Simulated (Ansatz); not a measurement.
# WS2 (Tungstenite) (P6_3/mmc) in Ansatz: band structure with HSE06

Aim: the band structure of WS2 (Tungstenite) with HSE06.

All numbers are computed with Ansatz 0.2.0; they aren't measurements. Logs are shortened: lines on timing, memory, paths and dates and some standing lists are left out, and cuts for length are marked.

### 1 The crystal as given

The structure is hexagonal, space group P6_3/mmc (No. 194). The conventional cell has a = 3.180 Å, b = 3.180 Å, c = 12.500 Å, α = 90.00°, β = 90.00°, γ = 120.00°. W (site symmetry -6m2) has 6 S at 2.41 Å as nearest neighbours. Around S (site symmetry 3m) lie 3 W at 2.41 Å.

### 2 Band structure, HSE06

Input file input:

```
crystal:
  lattice:
    - [3.18, 0.0, 0.0]
    - [-1.59, 2.753960784, 0.0]
    - [0.0, 0.0, 12.5]
  atoms:
    - { symbol: W, position: [0.6666666667, 0.3333333333, 0.75] }
    - { symbol: W, position: [0.3333333333, 0.6666666667, 0.25] }
    - { symbol: S, position: [0.6666666667, 0.3333333333, 0.375] }
    - { symbol: S, position: [0.3333333333, 0.6666666667, 0.875] }
    - { symbol: S, position: [0.6666666667, 0.3333333333, 0.125] }
    - { symbol: S, position: [0.3333333333, 0.6666666667, 0.625] }
hamiltonian:
  xc: hse06
  pseudopotentials: { kind: paw }
kpoints:
  mp_grid: { grid: [6, 6, 2] }
  band_path:
    path:
      - [[0.0, 0.0, 0.0], [0.5, 0.0, 0.0], [0.3333333333, 0.3333333333, 0.0], [0.0, 0.0, 0.0], [0.0, 0.0, 0.5], [0.5, 0.0, 0.5], [0.3333333333, 0.3333333333, 0.5], [0.0, 0.0, 0.5]]
      - [[0.5, 0.0, 0.5], [0.5, 0.0, 0.0]]
      - [[0.3333333333, 0.3333333333, 0.0], [0.3333333333, 0.3333333333, 0.5]]
    npoints: 4
scf:
  occupations: { method: fermi_dirac, width: 0.05 }
  n_extra_bands: 15
output:
  forces: true
  stress: true
  eigenvalues: true
  fatbands: false
```

Potentials or basis: Ansatz PAW.

The log of the run:

```text
Warning: output.stress: scf.convergence.dr2_threshold = 1e-7 eV (the SCF's general default) is looser than the 6e-10 eV advised for a printed stress (1e-10 eV for each atom of the cell: 6). What an SCF threshold leaves in a stress goes as its square root, and in the free energy as the threshold itself, and one threshold admits the most on a small cell: of the crystals measured, under no hybrid functional and no lock of the moments, on runs that ended without the residual-converged pass, on stresses that held no estimate of that error, the worst erred by over 100 MPa in a component at 1e-7 eV an atom and by under 5 at 1e-10. Set scf.convergence.dr2_threshold to 6e-10 eV or tighter. The threshold is an SCF's pass mark: one that does not reach it within its budget of iterations ends unconverged, or closes short of it on a stop that the run arms, and scf.convergence.dr2_threshold's page says what that costs each kind of run
Warning: output.stress: scf.exx.energy_threshold = 1e-6 eV is looser than the 6e-8 eV advised for a stress under a hybrid functional (1e-8 eV for each atom of the cell: 6). Every SCF of the exchange loop can meet its threshold on dr2 while the loop round them stops early: no threshold on dr2 bounds what that leaves in the stress. Set scf.exx.energy_threshold to 6e-8 eV or tighter. The threshold is the loop's pass mark: a loop that does not reach it within its budget of cycles ends unconverged, and scf.exx.energy_threshold's page has the law
scf.n_extra_bands = 15 over 26 filled bands (N_el = 52.0): the run solves 41 bands
GPUs: using 1 of 1 available (devices: 1).
Engine: ansatz 0.2.0, x86_64-unknown-linux-gnu
Pseudopotentials: kind: paw
Pseudopotential: W, paw, valence charge 14, recommended cutoff 420 eV (normal), W.paw.azcp
Pseudopotential: S, paw, valence charge 6, recommended cutoff 420 eV (normal), S.paw.azcp
Functional definition: HSE06
  parameter a = 0.25
  parameter omega = 0.11/bohr
  exchange = pbe_x - a*pbe_x_sr(omega) + a*exact_x_sr(omega)
  correlation = pbe_c
device memory: the entry about to start is reckoned to put 1.4 GiB on a device that reports 66.8 GiB free (of which the cap on the GPU budget leaves the run 18.0 GiB)
GPU FFT provider: cuFFT
GPU libraries: cuBLAS 13.8.2, cuFFT 12.4.0, cuSOLVER 12.3.4
Crystal: 6 atoms, lattice volume = 109.470 Å³
Basis set: ecut = 420 eV, 2129 PW (Γ), exchange–correlation on 48×48×180 points (8 copies of the dense FFT grid, shifted against one another)
Bands: 41, of which v1, the nominal top of the filled ones, is band 26 counted from 1 (25 counted from 0)
Symmetry: 24 space group operations
Space group: P63/mmc (ITA 194), of the structure as read, at distance tolerance 4.8e-5 Å
k-points: 14 of 72
Non-local potential: W, projectors of the file, l = 0: 3, l = 1: 2, l = 2: 2, l = 3: 1
Non-local potential: S, projectors of the file, l = 0: 2, l = 1: 2, l = 2: 2
PAW form: soft (Blöchl's): semilocal exchange-correlation on the pseudo side does not see the compensation charge
PAW frozen core: W, regenerated for the run's functional, and the local potential with it (the file was generated under x = pbe(κ = 0.804, μ = 0.2195149727645171), c = pbe(β = 0.06672455060314922))
PAW frozen core: S, regenerated for the run's functional, and the local potential with it (the file was generated under x = pbe(κ = 0.804, μ = 0.2195149727645171), c = pbe(β = 0.06672455060314922))
PAW one-centre angular grid: W, 590 points (default); XC on 64 Gauss nodes
PAW one-centre angular grid: S, 110 points (default); XC on 64 Gauss nodes
Initial density: superposition of atomic densities (neutral atoms: chi_scale 0, normalization atom), corrected by the library's trained network
Initial wavefunctions: pseudopotential atomic-orbital guess
GPU buffer pool allocated for 51840 grid points (all kernels)
GPU transforms: local potential and band sums: pruned to the plane-wave sphere, on 24×24×90
Functional: x = pbe(κ = 0.804, μ = 0.2195149727645171), c = pbe(β = 0.06672455060314922), warm-up for x = pbe(κ = 0.804, μ = 0.2195149727645171) + 0.25 (exact − pbe) at short range (hse, ω = 0.20786987370883472 Å⁻¹), c = pbe(β = 0.06672455060314922); HSE06 as pw.x's `hse` composes it (authors' and Libxc's form: `xc: wpbeh`)
SCF iter   1: F=—  HF=-24382.781682 eV  |F-HF|=—  |Δ(HF+E_count)|=         —  Δρ=5.67e-3  dr2=1.64e-2  ethr=1.77e-3  ⟨swp⟩=11.9  Hψ=2693  notcnv=0
preconditioner: auto → none  [insulator: Δε(μ)=1.030 eV  Ē_g=11.113 eV  σ=0.050 eV  W_gap=1.00  n_scr=26 (ndim 8)  ℏωp=21.3 eV  f_vac=0.025  D(μ)=0.00/eV (n_scr^D=0)]
SCF iter   2: F=—  HF=-24382.788083 eV  |F-HF|=—  |Δ(HF+E_count)|=   6.40e-3  Δρ=3.31e-3  dr2=1.84e-2  ethr=3.16e-5  ⟨swp⟩=5.6  Hψ=1745  notcnv=0  defer=3
SCF iter   3: F=—  HF=-24382.789420 eV  |F-HF|=—  |Δ(HF+E_count)|=   1.34e-3  Δρ=2.43e-3  dr2=1.34e-2  ethr=3.16e-5  ⟨swp⟩=4.0  Hψ=1373  notcnv=0
iter 4 solved again at ethr=1.82e-6 eV; its pass at ethr=2.58e-5 eV (dr2=9.47e-4 eV) is discarded
SCF iter   4: F=—  HF=-24382.788951 eV  |F-HF|=—  |Δ(HF+E_count)|=   4.69e-4  Δρ=9.44e-4  dr2=9.04e-4  ethr=1.82e-6  ⟨swp⟩=2.5  Hψ=1927  notcnv=0
[... 21 lines left out ...]
SCF 2 stopped early in 7 iterations: F = -24386.871077 eV  dr2 = 1.76e-6
  Residual-converged pass: ⟨swp⟩=4.0  Hψ=1490  notcnv=0  max |occ|·‖R‖ = 6.0e-6 eV (tolerance 6.7e-6 eV)  dr2=1.76e-6  dr2_onsite=3.37e-9  max |Δocc| = 2.1e-12
hybrid outer 1: dexx = +1.212e-2 eV, tail = 1.38e-5 eV
GPU FFT provider: cuFFT
GPU libraries: cuBLAS 13.8.2, cuFFT 12.4.0, cuSOLVER 12.3.4
GPU buffer pool allocated for 51840 grid points (all kernels)
GPU transforms: local potential and band sums: pruned to the plane-wave sphere, on 24×24×90
Exchange kernel: α = 0.2500, screened, ω = 0.2079 Å⁻¹, Wigner–Seitz truncation, v(0) = 1044.4408 eV·Å³, q-mesh 6×6×2, nearest image of the exchange supercell L = 19.08 Å, pair-density grid 15×15×60, without the augmentation charges, whose exchange is taken in its separable form by FFT convolution over the k-point mesh (sized by the pseudopotential files, 20×20×90 at the most), smooth part of the exact exchange by density-matrix convolution in up to 3.06 GiB of GPU memory as planned if the GPU has room (build and FFT work areas not counted)
Frozen-core exchange: fock
SCF iter   1: F=—  HF=-24386.871082 eV  |F-HF|=—  |Δ(HF+E_count)|=         —  Δρ=4.72e-5  dr2=1.43e-6  ethr=1.32e-7  ⟨swp⟩=5.8  Hψ=1539  notcnv=0
preconditioner: auto → none  [insulator: Δε(μ)=1.578 eV  Ē_g=12.662 eV  σ=0.050 eV  W_gap=1.00  n_scr=26 (ndim 8)  ℏωp=21.3 eV  f_vac=0.022  D(μ)=0.00/eV (n_scr^D=0)]
SCF iter   2: F=—  HF=-24386.871081 eV  |F-HF|=—  |Δ(HF+E_count)|=   4.90e-7  Δρ=1.60e-5  dr2=1.18e-7  ethr=2.45e-9  ⟨swp⟩=3.0  Hψ=1127  notcnv=0
SCF iter   3: F=—  HF=-24386.871081 eV  |F-HF|=—  |Δ(HF+E_count)|=   1.61e-7  Δρ=3.64e-6  dr2=1.19e-8  ethr=1.70e-10  ⟨swp⟩=5.0  Hψ=1229  notcnv=0  defer=7
SCF iter   4: F=-24386.871081 eV  HF=-24386.871081 eV  |F-HF|=3.64e-11  |Δ(HF+E_count)|=   2.62e-9  Δρ=4.36e-7  dr2=5.00e-10  ethr=1.71e-11  ⟨swp⟩=3.9  Hψ=1240  notcnv=0  defer=4
SCF 3 converged in 4 iterations: F = -24386.871081 eV  dr2 = 5.00e-10
  Residual-converged pass: ⟨swp⟩=3.1  Hψ=1224  notcnv=0  max |occ|·‖R‖ = 7.5e-7 eV (tolerance 7.7e-7 eV)  dr2=5.03e-10  dr2_onsite=8.50e-12  max |Δocc| = 8.9e-16
hybrid outer 2: dexx = +3.151e-7 eV, tail = 7.12e-9 eV, Δε = 1.22e-3 eV (about 2.68e-5 eV left of the loop's levels), ΔF = 6.58e-4 eV/Å (tail 1.93e-4)
device memory: the entry about to start is reckoned to put 1.0 GiB on a device that reports 65.0 GiB free (of which the cap on the GPU budget leaves the run 18.0 GiB)
NSCF: frozen V_eff on 39 k-points, pencils in batches of 32, up to order 184
hybrid SCF converged: 2 outer / 11 inner (+5 warm-up), last move |dexx| = 3.15e-7 eV, tail = 7.12e-9 eV
Stability not checked: this state was not tested for a lower state beside it, because the functional holds exact exchange (a hybrid, or Hartree-Fock), whose exchange loop this test does not read (fock_operator; see scf.lower_state_search)
Free energy (F): -24386.871081 eV
Frozen-core exchange: fock
Harris-Foulkes:  -24386.871081 eV  (|F-HF|=3.64e-11)
Internal energy: -24386.871081 eV  (E = F + TS)
E sigma→0 (E₀):  -24386.871081 eV
Entropy (-TS):   -0.000000 eV (-0.000 meV/atom)
Fermi energy:    11.670980 eV
--- Per-component energies (eV) ---
  E_band       = -484.862465
  E_kinetic    = 1327.658381
  E_local      = -3624.179142  (includes V_loc(G=0)·N_el)
  E_nonlocal   = 115.828983
  E_hartree    = 1439.482560
  E_xc         = -737.698118
  E_vxc        = -661.601803  (∫ρ·V_xc dr)
  E_exx        = -126.564699  (= α·E_x^exact, valence–valence)
  E_paw        = -19587.416742  (= ΣΔE_a)
  E_vpaw       = -268.404669  (= ΣTr[D̂ρ^β])
  E_aug_tail   = -0.000117  (compensation charges beyond the density's cutoff)
  E_ewald      = -3187.763116
  E_core_change = -6.219070  (= ΣΔE_core)
  E_smearing   = -0.000000  (= −TS)
  E_closure    = -0.000001  (closes the sum)
  Σ components = -24386.871081   (vs F -24386.871081, Δ=0.00e0)
--- Forces (eV/Å), atoms counted from 1 ---
  atom   1  W     -0.00000000    -0.00000000    -0.00000000
  atom   2  W     -0.00000000     0.00000000     0.00000000
  atom   3  S     -0.00000000    -0.00000000    -0.35040986
  atom   4  S     -0.00000000     0.00000000    -0.35040986
  atom   5  S     -0.00000000    -0.00000000     0.35040986
  atom   6  S     -0.00000000     0.00000000     0.35040986
  max |Σ_I F_I| component: 1.11e-16 eV/Å
--- Stress (GPa, compression-positive) ---
       -2.760994       0.000000      -0.000000
       -0.000000      -2.760994       0.000000
       -0.000000       0.000000      -0.983500
  P = ⅓ Tr σ = -2.1685 GPa (-21.685 kbar)
--- Band table (eV; the first three rows and the last of 14) ---
  k-point 0: bands = ["-67.5521", "-67.5521", "-30.4433", "-30.4432", "-30.2406", "-30.2406", "-30.2405", "-30.2405", "-6.3052", "-6.1010", "-4.5802", "-4.1863", "2.5510", "3.5636", "6.7901", "6.9344", "6.9344", "6.9486", "6.9486", "8.3612", "8.3612", "8.4101", "8.4101", "9.0527", "9.7501", "10.9369", "13.8776", "13.8776", "13.8864", "13.8864", "13.9317", "13.9317", "14.1069", "14.1069", "16.3443", "16.5582", "19.6161", "20.0776", "20.0930", "21.4604", "21.6468"]
  k-point 1: bands = ["-67.5521", "-67.5521", "-30.4433", "-30.4433", "-30.2406", "-30.2406", "-30.2406", "-30.2406", "-6.2123", "-6.2123", "-4.3771", "-4.3771", "2.9954", "2.9954", "6.9414", "6.9414", "6.9414", "6.9414", "7.7439", "7.7439", "8.3856", "8.3856", "8.3856", "8.3856", "10.5873", "10.5873", "13.8710", "13.8710", "13.8710", "13.8710", "14.0297", "14.0297", "14.0297", "14.0297", "16.4563", "16.4563", "19.8426", "19.8426", "20.6281", "20.6281", "21.8398"]
  k-point 2: bands = ["-67.5465", "-67.5465", "-30.4240", "-30.4238", "-30.3486", "-30.3486", "-30.2655", "-30.2655", "-5.8167", "-5.6141", "-4.3828", "-4.0358", "3.1246", "4.1204", "5.8260", "5.8826", "6.1074", "7.0073", "7.3917", "7.4278", "7.6825", "7.7442", "8.2808", "9.1473", "9.6303", "10.0432", "13.1020", "13.5460", "13.7367", "13.7606", "13.7923", "14.0385", "14.6125", "14.7303", "18.0885", "18.4052", "20.1357", "20.5200", "20.5448", "21.2852", "21.4188"]
  k-point 13: bands = ["-67.5270", "-67.5270", "-30.5466", "-30.5466", "-30.5224", "-30.5224", "-30.3555", "-30.3555", "-3.5090", "-3.5090", "-3.3995", "-3.3995", "3.7494", "3.7494", "4.1462", "4.1462", "5.1817", "5.1817", "5.6136", "5.6136", "6.6498", "6.6498", "7.4381", "7.4381", "10.2497", "10.2497", "12.5648", "12.5648", "14.3289", "14.3289", "15.1068", "15.1068", "16.6633", "16.6633", "18.3401", "18.3401", "18.3456", "18.3456", "20.5299", "20.5299", "22.6719"]
```

It took 72 s on 1 × NVIDIA H100 80GB HBM3 with 2 threads of AMD EPYC 7R13 (Zen 3), shared host; peak memory 2.4 GiB.

Results:

```yaml
Free_energy: -24386.8711 eV
Pressure: -2.2 GPa
Largest_force: 0.350 eV/Å
Band_gap_on_the_k_mesh: 1.58 eV, indirect (least direct gap 2.22 eV)
Band_gap_along_the_path: 1.58 eV, indirect (least direct gap 2.22 eV)
```

Forces on the atoms (eV/Å):
```
W    0.000  0.000  0.000
W    0.000  0.000  0.000
S    0.000  0.000 -0.350
S    0.000  0.000 -0.350
S    0.000  0.000  0.350
S    0.000  0.000  0.350
```

Stress tensor (GPa, compression positive):
```
-2.76  0.00  0.00
 0.00 -2.76  0.00
 0.00  0.00 -0.98
```

Levels at the corners of the path, in eV from the valence-band top:
```
point  band 24  band 25  band 26  band 27  band 28  band 29
    Γ    -1.88    -1.19     0.00     2.94     2.94     2.95
    M    -2.15    -1.91    -1.73     2.86     2.91     3.24
    K    -3.36    -0.77    -0.59     1.63     1.63     2.88
    Γ    -1.88    -1.19     0.00     2.94     2.94     2.95
    A    -2.55    -0.35    -0.35     2.93     2.93     2.93
    L    -2.24    -1.81    -1.81     2.88     2.88     3.38
    H    -3.50    -0.69    -0.69     1.63     1.63     3.39
    A    -2.55    -0.35    -0.35     2.93     2.93     2.93
    L    -2.24    -1.81    -1.81     2.88     2.88     3.38
    M    -2.15    -1.91    -1.73     2.86     2.91     3.24
    K    -3.36    -0.77    -0.59     1.63     1.63     2.88
    H    -3.50    -0.69    -0.69     1.63     1.63     3.39
```

Caveat: spin-orbit coupling is left out, which moves the levels of the heavy elements; this functional lacks dispersion, which binds the layers, so the pressure and a relaxed spacing across them are unreliable; the PAW data sets come from PBE, with cores solved anew for the run's functional, which leaves a small shift of forces and pressure; the thresholds are loose for stress.
